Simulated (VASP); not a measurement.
# Sb (Fm-3m) in VASP: notebook

One crystal, Sb, is run at these levels: r2SCAN; tasks: single point.

Everything below comes from runs of VASP 6.6.1. Logs are shortened: lines on timing, memory, paths and dates and some standing lists are left out, and cuts for length are marked.

## 1. Starting point

The structure is cubic, space group Fm-3m (No. 225). The conventional cell has a = 4.742 Å, b = 4.742 Å, c = 4.742 Å, α = 90.00°, β = 90.00°, γ = 90.00°. Sb (site symmetry m-3m) has 12 Sb at 3.35 Å as nearest neighbours.

This isn't the form of Sb at room conditions, which is rhombohedral.

## 2. Single point, r2SCAN

Input file INCAR:

```
SYSTEM = Sb
  PREC = Accurate
  ENCUT = 550
  EDIFF = 1E-6
  ISMEAR = 0
  SIGMA = 0.05
  LREAL = .FALSE.
  LASPH = .TRUE.
  NELM = 100
  ALGO = Normal
  ISIF = 2
  LWAVE = .FALSE.
  LCHARG = .FALSE.
  METAGGA = R2SCAN
  LMIXTAU = .TRUE.
  NBANDS = 8
  ADDGRID = .FALSE.
```

Input file KPOINTS:

```
regular mesh
0
G
  4 4 4
  0 0 0
```

Input file POSCAR:

```
Sb
1.0
    0.0000000000      2.3712425216      2.3712425216
    2.3712425216      0.0000000000      2.3712425216
    2.3712425216      2.3712425216      0.0000000000
Sb
1
Direct
    0.0000000000      0.0000000000      0.0000000000
```

Potentials or basis: VASP PAW PBE potentials, release 64 (Sb).

Launch:

```console
$ cat potpaw_PBE.64/Sb/POTCAR > POTCAR
$ mpirun -np 1 vasp_std > vasp.out
```

OUTCAR:

```text
SYSTEM = Sb
   PREC = Accurate
   ENCUT = 550
   EDIFF = 1E-6
   ISMEAR = 0
   LREAL = .FALSE.
   LASPH = .TRUE.
   NELM = 100
   ISIF = 2
   METAGGA = R2SCAN

 Found      8 irreducible k-points:

 Following reciprocal coordinates:
            Coordinates               Weight
  0.000000  0.000000  0.000000      1.000000
  0.250000  0.000000  0.000000      8.000000
  0.500000  0.000000  0.000000      4.000000
  0.250000  0.250000  0.000000      6.000000
  0.500000  0.250000  0.000000     24.000000
 -0.250000  0.250000  0.000000     12.000000
   k-points           NKPTS =      8   k-points in BZ     NKDIM =      8   number of bands    NBANDS=      8
   number of dos      NEDOS =    301   number of ions     NIONS =      1
   total plane-waves  NPLWV =  21952
   dimension x,y,z NGX =    28 NGY =   28 NGZ =   28
   dimension x,y,z NGXF=    56 NGYF=   56 NGZF=   56
   ions per type =               1
   NGX,Y,Z   is equivalent  to a cutoff of  13.88, 13.88, 13.88 a.u.
   NGXF,Y,Z  is equivalent  to a cutoff of  27.76, 27.76, 27.76 a.u.
 SYSTEM =  Sb
   PREC   = accura    normal or accurate (medium, high low for compatibility)
   ISTART =      0    job   : 0-new  1-cont  2-samecut
   ICHARG =      2    charge: 1-file 2-atom 10-const
   ISPIN  =      1    spin polarized calculation?
   LNONCOLLINEAR =      F non collinear calculations
   LSORBIT =      F    spin-orbit coupling
   LASPH  =      T    aspherical Exc in radial PAW
   ENCUT  =  550.0 eV  40.42 Ry    6.36 a.u.   6.41  6.41  6.41*2*pi/ulx,y,z
   NELM   =    100;   NELMIN=  2; NELMDL= -5     # of ELM steps
   EDIFF  = 0.1E-05   stopping-criterion for ELM
   LREAL  =      F    real-space projection
   EDIFFG = 0.1E-04   stopping-criterion for IOM
   NSW    =      0    number of steps for IOM
   IBRION =     -1    ionic relax: 0-MD 1-quasi-New 2-CG
   NFREE  =      0    steps in history (QN), initial steepest desc. (CG)
   ISIF   =      2    stress and relaxation
   ISYM   =      2    0-nonsym 1-usesym 2-fastsym
   POTIM  = 0.5000    time-step for ionic-motion
   TEBEG  =    0.0;   TEEND  =   0.0 temperature during run
   PSTRESS=    0.0 pullay stress
   NELECT =       5.0000    total number of electrons
   NUPDOWN=      -1.0000    fix difference up-down
   EMIN   =  10.00;   EMAX   =-10.00  energy-range for DOS
   EFERMI =   0.00;   METHOD = LEGACY
   ISMEAR =     0;   SIGMA  =   0.05  broadening in eV -4-tet -1-fermi 0-gaus
   EFERMI_NEDOS =   21; number of points for ismear=-14 and -15
   IALGO  =     38    algorithm
   IMIX   =      4    mixing-type and parameters
     AMIX     =   0.40;   BMIX     =  1.00
     AMIX_MAG =   1.60;   BMIX_MAG =  1.00
  volume/ion in A,a.u.               =      26.67       179.95
  Fermi-wavevector in a.u.,A,eV,Ry     =   0.937013  1.770697 11.945820  0.877993
  Thomas-Fermi vector in A             =   2.064081
   LORBIT       =      0    0 simple, 1 ext, 2 COOP (PROOUT), +10 PAW based schemes
   METAGGA = R2SCAN    functional components
   LHFCALC =     F    Hartree Fock is set to
   AEXX    =    0.0000 exact exchange contribution
   IVDW    =     0    specifies the selected vdW correction
   LEPSILON=     F    determine dielectric tensor
   LRPA    =     F    only Hartree local field effects (RPA)
 non-spin polarized calculation
 Gauss-broadening in eV      SIGMA  =   0.05
  energy-cutoff  :      550.00
  volume of cell :       26.67
 maximum number of plane-waves:       790
 NGX is ok and might be reduce to    28
   NGX = 13   NGY = 13   NGZ = 13

 number of electron       5.0000000 magnetization

 Free energy of the ion-electron system (eV)
  ---------------------------------------------------
  ext. energy  EPLUGINS =         0.00000000
  ---------------------------------------------------
  free energy    TOTEN  =       -25.25164746 eV

  energy without entropy =      -25.24058486  energy(sigma->0) =      -25.24611616

 E-fermi :   7.8233     XC(G=0): -10.9052

 val. band max:        7.8097282522   @ k =   0.5000   0.2500   0.0000
 cond. band min:       8.9508009067   @ k =   0.5000   0.5000   0.0000
 fundamental gap:      1.1410726545
 Fermi energy:         7.8233164768

 k-point     1 :       0.0000    0.0000    0.0000
  band No.  band energies     occupation
      1      -5.0890      2.00000
      2      14.2975      0.00000
      3      14.2975      0.00000
      4      14.2975      0.00000
      5      19.0420      0.00000
      6      19.0420      0.00000
      7      19.0420      0.00000
      8      19.5681      0.00000

 k-point     2 :       0.2500    0.0000    0.0000
  band No.  band energies     occupation
      1      -3.7773      2.00000
      2       7.7721      1.85219
      3      13.1725      0.00000
      4      13.1725      0.00000
      5      17.4312      0.00000
      6      19.5147      0.00000
      7      19.5147      0.00000
      8      21.1515      0.00000

 k-point     3 :       0.5000    0.0000    0.0000
  band No.  band energies     occupation
      1      -1.0022      2.00000
      2       2.3550      2.00000
      3      12.4557      0.00000
      4      12.4557      0.00000
      5      17.3922      0.00000
      6      18.1664      0.00000
      7      18.1664      0.00000
      8      19.0783      0.00000

 k-point     4 :       0.2500    0.2500    0.0000
  band No.  band energies     occupation
      1      -3.3322      2.00000
      2       9.6192      0.00000
      3      10.8057      0.00000
      4      10.8057      0.00000
      5      14.8692      0.00000
      6      15.8500      0.00000
      7      23.8484      0.00000
      8      23.8484      0.00000

 k-point     5 :       0.5000    0.2500    0.0000
  band No.  band energies     occupation
      1      -0.5941      2.00000
      2       4.3047      2.00000
      3       7.8097      1.29927
      4      10.2698      0.00000
      5      14.5460      0.00000
      6      19.3287      0.00000
      7      22.1324      0.00000
      8      23.0897      0.00000

 k-point     6 :      -0.2500    0.2500    0.0000
  band No.  band energies     occupation
      1      -1.7027      2.00000
      2       6.0056      2.00000
      3       7.0025      2.00000
      4      12.1719      0.00000
      5      16.2785      0.00000
      6      20.8866      0.00000
      7      21.0468      0.00000
      8      21.5499      0.00000

 [... further k-points ...]

------------------------ aborting loop because EDIFF is reached ----------------------------------------

  FORCE on cell =-STRESS in cart. coord.  units (eV):
  Direction    XX          YY          ZZ          XY          YZ          ZX
  --------------------------------------------------------------------------------------
  -------------------------------------------------------------------------------------
  Total       -0.0814474     -0.0814474     -0.0814474      0.0000000      0.0000000      0.0000000
  in kB       -4.8936186     -4.8936186     -4.8936186      0.0000000      0.0000000      0.0000000
  external PRESSURE =      -4.8936186 kB  Pullay stress =       0.0000000 kB

 VOLUME and BASIS-vectors are now :
 -----------------------------------------------------------------------------
  energy-cutoff  :      550.00
  volume of cell :       26.67
      direct lattice vectors                 reciprocal lattice vectors
     0.000000000  2.371242522  2.371242522    -0.210859916  0.210859916  0.210859916
     2.371242522  0.000000000  2.371242522     0.210859916 -0.210859916  0.210859916
     2.371242522  2.371242522  0.000000000     0.210859916  0.210859916 -0.210859916

 POSITION                                       TOTAL-FORCE (eV/Angst)
 -----------------------------------------------------------------------------------
      0.00000      0.00000      0.00000         0.000000      0.000000      0.000000
 -----------------------------------------------------------------------------------
    total drift:                                0.000000      0.000000      0.000000

  FREE ENERGIE OF THE ION-ELECTRON SYSTEM (eV)
  ---------------------------------------------------
  free  energy   TOTEN  =       -25.2516474624 eV

  energy  without entropy=      -25.2405848591  energy(sigma->0) =      -25.24611616
```

Wall time 23 s (1 thread of Intel Xeon Platinum 8559C (Emerald Rapids), shared host); peak memory 0.15 GiB.

The run converged, but some of its settings lie outside the range that counts as converged, so its numbers aren't taken as properties of the crystal.

Results:

```
Free energy            : -25.2516 eV
Pressure               : -0.5 GPa
Band gap on the k mesh : none (metal or under the smearing width)
```

Caveat: the k mesh is coarse (spacing up to 0.57 Å⁻¹), so the values aren't converged; the PAW data sets were made with another functional, which shifts forces and pressure a little.

## 3. Single point, r2SCAN

Changes to INCAR since step 2:

```diff
@@ -2,3 +2,3 @@
   PREC = Accurate
-  ENCUT = 550
+  ENCUT = 700
   EDIFF = 1E-6
```

KPOINTS is that of step 2.

POSCAR is that of step 2.

Potentials or basis: VASP PAW PBE potentials, release 64 (Sb).

Launch:

```console
$ cat potpaw_PBE.64/Sb/POTCAR > POTCAR
$ mpirun -np 1 vasp_std > vasp.out
```

Wall time 24 s (1 thread of Intel Xeon Platinum 8559C (Emerald Rapids), shared host); peak memory 0.17 GiB.

The run converged, but some of its settings lie outside the range that counts as converged, so its numbers aren't taken as properties of the crystal.

Results:

```
Free energy            : -25.2517 eV
Pressure               : -0.5 GPa
Band gap on the k mesh : none (metal or under the smearing width)
```

Caveat: the k mesh is coarse (spacing up to 0.57 Å⁻¹), so the values aren't converged; the PAW data sets were made with another functional, which shifts forces and pressure a little.

## 4. Single point, r2SCAN

Changes to INCAR since step 3:

```diff
@@ -2,3 +2,3 @@
   PREC = Accurate
-  ENCUT = 700
+  ENCUT = 450
   EDIFF = 1E-6
```

Input file KPOINTS:

```
regular mesh
0
G
  5 5 5
  0 0 0
```

POSCAR is that of step 3.

Potentials or basis: VASP PAW PBE potentials, release 64 (Sb).

Launch:

```console
$ cat potpaw_PBE.64/Sb/POTCAR > POTCAR
$ mpirun -np 1 vasp_std > vasp.out
```

OUTCAR:

```text
SYSTEM = Sb
   PREC = Accurate
   ENCUT = 450
   EDIFF = 1E-6
   ISMEAR = 0
   LREAL = .FALSE.
   LASPH = .TRUE.
   NELM = 100
   ISIF = 2
   METAGGA = R2SCAN

 Found     10 irreducible k-points:

 Following reciprocal coordinates:
            Coordinates               Weight
  0.000000  0.000000  0.000000      1.000000
  0.200000  0.000000  0.000000      8.000000
  0.400000  0.000000  0.000000      8.000000
  0.200000  0.200000  0.000000      6.000000
  0.400000  0.200000  0.000000     24.000000
 -0.400000  0.200000  0.000000     24.000000
   k-points           NKPTS =     10   k-points in BZ     NKDIM =     10   number of bands    NBANDS=      8
   number of dos      NEDOS =    301   number of ions     NIONS =      1
   total plane-waves  NPLWV =  13824
   dimension x,y,z NGX =    24 NGY =   24 NGZ =   24
   dimension x,y,z NGXF=    48 NGYF=   48 NGZF=   48
   ions per type =               1
   NGX,Y,Z   is equivalent  to a cutoff of  11.90, 11.90, 11.90 a.u.
   NGXF,Y,Z  is equivalent  to a cutoff of  23.80, 23.80, 23.80 a.u.
 SYSTEM =  Sb
   PREC   = accura    normal or accurate (medium, high low for compatibility)
   ISTART =      0    job   : 0-new  1-cont  2-samecut
   ICHARG =      2    charge: 1-file 2-atom 10-const
   ISPIN  =      1    spin polarized calculation?
   LNONCOLLINEAR =      F non collinear calculations
   LSORBIT =      F    spin-orbit coupling
   LASPH  =      T    aspherical Exc in radial PAW
   ENCUT  =  450.0 eV  33.07 Ry    5.75 a.u.   5.80  5.80  5.80*2*pi/ulx,y,z
[... 60 lines left out ...]
      2      14.3012      0.00000
      3      14.3012      0.00000
      4      14.3012      0.00000
      5      19.0458      0.00000
      6      19.0458      0.00000
      7      19.0458      0.00000
      8      19.6196      0.00000
[... 45 lines left out ...]
 k-point     6 :      -0.4000    0.2000    0.0000
  band No.  band energies     occupation
      1      -0.4667      2.00000
      2       3.3204      2.00000
      3       8.1983      2.00000
      4      11.3298      0.00000
      5      15.5363      0.00000
      6      20.4234      0.00000
      7      20.8160      0.00000
      8      24.0289      0.00000

 [... further k-points ...]

------------------------ aborting loop because EDIFF is reached ----------------------------------------

  FORCE on cell =-STRESS in cart. coord.  units (eV):
  Direction    XX          YY          ZZ          XY          YZ          ZX
  --------------------------------------------------------------------------------------
  -------------------------------------------------------------------------------------
  Total        0.2149722      0.2149722      0.2149722      0.0000000     -0.0000000      0.0000000
  in kB       12.9162081     12.9162081     12.9162081      0.0000000     -0.0000000      0.0000000
  external PRESSURE =      12.9162081 kB  Pullay stress =       0.0000000 kB

 VOLUME and BASIS-vectors are now :
 -----------------------------------------------------------------------------
  energy-cutoff  :      450.00
  volume of cell :       26.67
      direct lattice vectors                 reciprocal lattice vectors
     0.000000000  2.371242522  2.371242522    -0.210859916  0.210859916  0.210859916
     2.371242522  0.000000000  2.371242522     0.210859916 -0.210859916  0.210859916
     2.371242522  2.371242522  0.000000000     0.210859916  0.210859916 -0.210859916

 POSITION                                       TOTAL-FORCE (eV/Angst)
 -----------------------------------------------------------------------------------
      0.00000      0.00000      0.00000         0.000000      0.000000      0.000000
 -----------------------------------------------------------------------------------
    total drift:                                0.000000      0.000000     -0.000000

  FREE ENERGIE OF THE ION-ELECTRON SYSTEM (eV)
  ---------------------------------------------------
  free  energy   TOTEN  =       -25.1648765920 eV

  energy  without entropy=      -25.1603806716  energy(sigma->0) =      -25.16262863
```

OSZICAR:

```text
N       E                     dE             d eps       ncg     rms          rms(c)
DAV:   1    -0.169967674810E+02   -0.16997E+02   -0.15426E+03   160   0.369E+02
DAV:   2    -0.256862927847E+02   -0.86895E+01   -0.77552E+01   224   0.509E+01
DAV:   3    -0.257902886432E+02   -0.10400E+00   -0.10400E+00   208   0.634E+00
DAV:   4    -0.257905128765E+02   -0.22423E-03   -0.22423E-03   224   0.367E-01
DAV:   5    -0.257905130419E+02   -0.16540E-06   -0.16667E-06   208   0.796E-03    0.146E+00
DAV:   6    -0.250418045212E+02    0.74871E+00   -0.10292E-01   160   0.254E+00    0.912E-01
DAV:   7    -0.252103673063E+02   -0.16856E+00   -0.96993E-02   160   0.229E+00    0.174E-01
DAV:   8    -0.251638517891E+02    0.46516E-01   -0.40001E-02   192   0.145E+00    0.731E-02
DAV:   9    -0.251640435716E+02   -0.19178E-03   -0.25834E-04   224   0.128E-01    0.904E-02
DAV:  10    -0.251629808080E+02    0.10628E-02   -0.46233E-04   200   0.159E-01    0.439E-02
DAV:  11    -0.251647485584E+02   -0.17678E-02   -0.95318E-04   176   0.243E-01    0.249E-02
DAV:  12    -0.251647948877E+02   -0.46329E-04   -0.28709E-05   192   0.417E-02    0.253E-02
DAV:  13    -0.251647334328E+02    0.61455E-04   -0.10079E-05   184   0.267E-02    0.304E-02
DAV:  14    -0.251648726672E+02   -0.13923E-03   -0.13967E-04   160   0.100E-01    0.355E-03
DAV:  15    -0.251648765697E+02   -0.39024E-05   -0.41706E-06   240   0.191E-02    0.352E-03
DAV:  16    -0.251648765920E+02   -0.22314E-07   -0.42533E-09   120   0.572E-04
   1 F= -.25164877E+02 E0= -.25162629E+02  d E =-.449592E-02
```

It took 18 s on 1 thread of Intel Xeon Platinum 8559C (Emerald Rapids), shared host; peak memory 0.13 GiB.

The run converged, but some of its settings lie outside the range that counts as converged, so its numbers aren't taken as properties of the crystal.

What came out:

```yaml
Free_energy: -25.1649 eV
Pressure: 1.3 GPa
Band_gap_on_the_k_mesh: none (metal or under the smearing width)
```

Caveat: the k mesh is coarse (spacing up to 0.46 Å⁻¹), so the values aren't converged; the PAW data sets were made with another functional, which shifts forces and pressure a little.

## 5. For comparison

An earlier run on the cell as given: functional PBEsol; potentials or basis VASP PAW PBE potentials, release 64 (Sb); cutoff 520 eV; k mesh 10 × 10 × 10; occupations fermi-dirac, width 0.05 eV; no spin polarisation.

- Pressure: -1.2 GPa
- Band gap on the k mesh: none (metal or under the smearing width)
